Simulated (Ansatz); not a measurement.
# AgCl: one crystal by all-electron and frozen-core methods

Does the method matter for AgCl? The same cell, functional and mesh are run with full-potential LAPW, frozen-core PAW and datasets made for this crystal. The cell is first relaxed from a guess with PAW; it needn't be the stable phase of this composition.

Program: Ansatz 0.2.0. Level of theory: DFT PBE, scalar-relativistic. These are calculated values, not measurements.

**1. Starting point**

Symmetry: P6_3mc, No. 186, hexagonal system. Conventional cell: a = 3.990 Å, b = 3.990 Å, c = 6.504 Å, α = 90.00°, β = 90.00°, γ = 120.00°. Ag (site symmetry 3m) is surrounded by 4 Cl at 2.44 to 2.45 Å. Cl (site symmetry 3m) has 4 Ag at 2.44 to 2.45 Å as nearest neighbours.

Structure file:

```cif
data_structure
_symmetry_space_group_name_H-M 'P6_3mc'
_symmetry_Int_Tables_number 186
_cell_length_a 3.9900
_cell_length_b 3.9900
_cell_length_c 6.5038
_cell_angle_alpha 90.000
_cell_angle_beta 90.000
_cell_angle_gamma 120.000
_cell_volume 89.67
loop_
_atom_site_label
_atom_site_type_symbol
_atom_site_symmetry_multiplicity
_atom_site_Wyckoff_symbol
_atom_site_fract_x
_atom_site_fract_y
_atom_site_fract_z
_atom_site_occupancy
Ag1 Ag 2 b 0.33333 0.66667 0.00000 1
Cl1 Cl 2 b 0.33333 0.66667 0.37600 1
```

The file gives the conventional cell by its symmetry; the runs use the cell typed in the input.

Atoms are numbered in the order of the input: Ag1, Ag2, Cl3, Cl4.

**2. Relaxing the guess with PAW**

Input file input.yaml:

```yaml
crystal:
  lattice:
    - [3.9900346047, 0.0, 0.0]
    - [-1.9950173024, 3.4554713297, 0.0]
    - [0.0, 0.0, 6.5037564057]
  atoms:
    - { symbol: Ag, position: [0.3333333333, 0.6666666667, 0.0] }
    - { symbol: Ag, position: [0.6666666667, 0.3333333333, 0.5] }
    - { symbol: Cl, position: [0.3333333333, 0.6666666667, 0.376] }
    - { symbol: Cl, position: [0.6666666667, 0.3333333333, 0.876] }
kpoints:
  mp_grid: { grid: [11, 11, 6] }
scf:
  occupations: { method: fermi_dirac, width: 0.05 }
hamiltonian:
  xc: pbe
  pseudopotentials: { kind: paw }
output:
  forces: true
  stress: true
relax:
  f_tol: 0.005
  max_steps: 80
  cell: {}
```

Started as:

```console
$ ansatz run input.yaml --threads 1 --pin off --max-ram 3072MiB --backend cpu --events-out ev --progress --plain --runs-dir out
```

The runs that follow: Full-potential LAPW; Frozen-core PAW; Datasets made for this crystal.

Q: Predict the outcome of this session. Wanted: pressure; gap; Bader charges; highest ELF.

**Answer**, as computed:

| quantity | value |
| --- | --- |
| pressure | LAPW 0.05, PAW 0.04, crystal datasets 0.05 GPa |
| gap (LAPW) | 1.31 eV, direct at Γ |
| Bader charges (PAW) | Ag1 +0.55, Cl3 -0.55 e |
| highest ELF (PAW) | 0.87, 0.76 Å from Cl |

In words: The pressure is within half a GPa of zero, so the volume is close to equilibrium at this level. The gap is 1.31 eV, direct at Γ. It is the Kohn-Sham gap of a semilocal functional, which mostly lies below the gap found in experiment. The top eV of the valence band is mostly Ag 4d (60 % of the projected weight). The projection holds only the free atom's occupied shells (Ag 5s, Ag 4d, Cl 3p in this range). The field gradient at Ag1, the largest by crystal datasets, is 0.32 by PAW and 0.32 by crystal datasets (10²¹ V/m²), within 5 %. Spin–orbit coupling is left out, which moves gradients at and beside heavy atoms by some per cent and at worst by a factor of two. In pressure, PAW differs from LAPW by -0.01 GPa and less than 0.01 eV in the gap. LAPW took about 3 times as long as PAW (3 min against 60 s, on a shared host and with the outputs that each input asks for).
